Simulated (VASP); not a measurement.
A run of VASP 6.6.1:

File INCAR:

```
ALGO = Normal
EDIFF = 1E-7
EDIFFG = -0.01
ENCUT = 600
GGA = PE
IBRION = 2
ISIF = 3
ISMEAR = -1
LASPH = True
LCHARG = False
LREAL = False
LWAVE = False
NELM = 80
NSW = 60
PREC = Accurate
SIGMA = 0.05
```

The input KPOINTS:

```
k-points
0
Gamma
  3 3 3
```

The input POSCAR:

```
Cs2AgBiBr6
1.0
    0.0000000000      5.6161000000      5.6161000000
    5.6161000000      0.0000000000      5.6161000000
    5.6161000000      5.6161000000      0.0000000000
Bi Cs Ag Br
1 2 1 6
Direct
    0.0000000000      0.0000000000      0.0000000000
    0.7500000000      0.7500000000      0.7500000000
    0.2500000000      0.2500000000      0.2500000000
    0.5000000000      0.5000000000      0.5000000000
    0.7494500000      0.7494500000      0.2505500000
    0.2505500000      0.2505500000      0.7494500000
    0.7494500000      0.2505500000      0.2505500000
    0.7494500000      0.2505500000      0.7494500000
    0.2505500000      0.7494500000      0.7494500000
    0.2505500000      0.7494500000      0.2505500000
```

Potentials or basis: VASP PAW PBE potentials, release 54 (Bi_d, Cs_sv, Ag, Br).

Command:

```bash
$ cat potpaw_PBE.54/Bi_d/POTCAR potpaw_PBE.54/Cs_sv/POTCAR potpaw_PBE.54/Ag/POTCAR potpaw_PBE.54/Br/POTCAR > POTCAR
$ mpirun -np 1 vasp_std > vasp.out
```

Hardware: 1 thread of Intel(R) Xeon(R) 6975P-C (Granite Rapids) (shared host).

**Question.** How long does it take, and how much memory?

**Answer.** Wall time 5.5 min on 1 thread of Intel(R) Xeon(R) 6975P-C (Granite Rapids), with other jobs on the host, peak memory 0.69 GiB. Counts: scf iterations 62, k points 4, ion steps 6.
